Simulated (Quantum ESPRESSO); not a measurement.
Runs of Quantum ESPRESSO 7.5 on AlN. It takes space group F-43m (No. 216, cubic). Conventional cell: a = 4.368 Å, b = 4.368 Å, c = 4.368 Å, α = 90.00°, β = 90.00°, γ = 90.00°. Around Al (site symmetry -43m) lie 4 N at 1.89 Å. N (site symmetry -43m) is surrounded by 4 Al at 1.89 Å. Measurements of this composition are mostly on another form, of space group No. 186.

| task | level | potentials or basis | cell | k mesh | form of the LDA correlation | q mesh | mesh quality | pressure (GPa) |
| --- | --- | --- | --- | --- | --- | --- | --- | --- |
| dielectric tensor | AM05 | GBRV 1.5 PBE | as given | 8 × 8 × 8, shifted | - | - | not flagged | 2.5 |
| dielectric tensor | WC | GBRV 1.5 PBE | as given | 8 × 8 × 8, shifted | - | - | not flagged | 2.3 |
| dielectric tensor | LDA | GBRV 1.5 LDA | as given | 8 × 8 × 8, shifted | PZ81 | - | not flagged | (b) |
| phonon dispersion | LDA | GBRV 1.5 LDA | relaxed | 4 × 4 × 4, shifted | PZ81 | 4 × 4 × 4 | coarse | 0.0 |
| dielectric tensor | PBEsol | GBRV 1.5 PBEsol | as given | 8 × 8 × 8, shifted | - | - | not flagged | 1.7 |
| dielectric tensor | BLYP | GBRV 1.5 PBE | as given | 8 × 8 × 8, shifted | - | - | not flagged | 9.4 |
| dielectric tensor | PBE | GBRV 1.5 PBE | as given | 8 × 8 × 8, shifted | - | - | not flagged | (a) |
| phonon dispersion | PBE | GBRV 1.5 PBE | relaxed | 4 × 4 × 4, shifted | - | 4 × 4 × 4 | coarse | 0.0 |

Alike in all rows: no spin polarisation; cutoff (eV) 612; smearing fermi-dirac 0.05 eV.

Problem. Fill in the values left out.

Solution. (a) 5.4; (b) -2.8.

Caveats: some runs use coarse meshes; the potentials were made for another functional, which shifts forces and pressure (some runs); the cell is more than 3 GPa from zero pressure, which shifts response properties (some runs).
